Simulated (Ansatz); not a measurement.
Start of a relaxation of Ge:

```cif
data_structure
_symmetry_space_group_name_H-M 'I4_1/amd:1'
_symmetry_Int_Tables_number 141
_cell_length_a 3.9906
_cell_length_b 3.9906
_cell_length_c 13.8240
_cell_angle_alpha 90.000
_cell_angle_beta 90.000
_cell_angle_gamma 90.000
_cell_volume 220.15
loop_
_atom_site_label
_atom_site_type_symbol
_atom_site_symmetry_multiplicity
_atom_site_Wyckoff_symbol
_atom_site_fract_x
_atom_site_fract_y
_atom_site_fract_z
_atom_site_occupancy
Ge1 Ge 8 e 0.00000 0.00000 0.08333 1
```

Computed with DFT PBE, scalar-relativistic, plane waves, PAW in Ansatz. Cutoff 420 eV, Gaussian smearing, Γ-centred meshes. Cell and atoms relax first on a coarse mesh and then on a finer one. In between, the cell is made exact in the group found at 0.06 Å. In metals the finer mesh still leaves noise of several meV/atom or more. The steps can't lower the symmetry of their start. No spin polarisation.

A guess keeps its type if space group and coordination stay and the shape of the cell changes little (axis ratios within about 15 %, angles within 6°); the volume may change.

Question: Does this structure survive the relaxation?

Answer: It keeps its type. The symmetry stays I4_1/amd (No. 141). The volume per atom grows by 10.1 %, from 27.5 to 30.3 Å³. The shortest distance goes from 2.30 Å (Ge–Ge) to 2.40 Å (Ge–Ge). The ratio c/a of the conventional cell changes by a factor of 1.09. Counting neighbours within 15 % of an atom's shortest distance, the start has Ge 3 and the end Ge 3.

Energies count from the standard state of Ge at the same level.

Question: At what energy does it end?

Answer: +0.64 eV/atom. It lies above the standard state, so it could only be metastable.

The last run used a 16×16×16 mesh for its 4-atom cell and Gaussian smearing of 0.10 eV. Symmetry constrained the relaxation, so the result can be a saddle point. Another cell of Ge relaxed alike, in P6_3/mmc, lies 0.64 eV/atom lower, so this cell isn't the stable form at this level.
